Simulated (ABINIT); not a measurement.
Wanted: the native input for an ABINIT 10.8.3 (patched build) run.

| Quantity | Value |
| --- | --- |
| Task | single point |
| Functional | PBEsol |
| Potentials or basis | JTH PAW PBE v2.0 |
| Cutoff | 680 eV |
| k mesh | 3 × 3 × 3 |
| Occupations | fermi-dirac, width 0.05 eV |
| Spin | no spin polarisation |
| Fine-grid cutoff | 1278.94 eV |
| Exchange and correlation inside the PAW spheres | full angular mesh (pawxcdev 0, this build's default; the released program takes 1) |

Crystal: CsPbCl3.

```
Pb Cs Cl
1.0
     5.60500    0.00000    0.00000
     0.00000    5.60500    0.00000
     0.00000    0.00000    5.60500
Pb Cs Cl
1 1 3
Cartesian
  2.8025 2.8025 2.8025
  0.0000 0.0000 0.0000
  2.8025 0.0000 2.8025
  0.0000 2.8025 2.8025
  2.8025 2.8025 0.0000
```

These files were run (other wordings do the same):

run.abi

```
pp_dirpath "./"
pseudos "Pb.GGA_PBE-JTH.xml, Cs.GGA_PBE-JTH.xml, Cl.GGA_PBE-JTH.xml"

acell 3*1.0
rprim
    10.5919149285     0.0000000000     0.0000000000
     0.0000000000    10.5919149285     0.0000000000
     0.0000000000     0.0000000000    10.5919149285
ntypat 3
znucl 82 55 17
natom 5
typat 1 2 3 3 3
xred
     0.5000000000     0.5000000000     0.5000000000
     0.0000000000     0.0000000000     0.0000000000
     0.5000000000     0.0000000000     0.5000000000
     0.0000000000     0.5000000000     0.5000000000
     0.5000000000     0.5000000000     0.0000000000

ecut 25.0
pawecutdg 47.0

kptopt 1
ngkpt 3 3 3
nshiftk 1
shiftk 0.0 0.0 0.0

ixc -116133

nband 27
occopt 3
tsmear 0.00183747

nstep 100
tolvrs 1.0e-9

iomode 3
prtwf 0
prtden 0
prteig 0
prtebands 0
enunit 2
prtvol 2
```

Potentials or basis: JTH PAW PBE v2.0.

Run with:

```bash
$ abinit run.abi > log 2>&1
```

Results of the run:

```
Pressure                                              : -0.2 GPa
Band gap on the k mesh                                : 4.19 eV, direct
Valence electrons inside the program's atomic spheres : Pb 11.33; Cs 5.33; Cl 4.36
```

Caveat: the PAW data sets were made with another functional, which shifts forces and pressure a little; spin-orbit coupling is left out, which as a rule narrows the gap of such compounds by several tenths of an eV; an odd mesh through Γ misses points on the zone boundary, where band edges often lie.

Wall time 74 s on 1 thread of Arm Neoverse V1, on a shared host, peak memory 0.22 GiB.
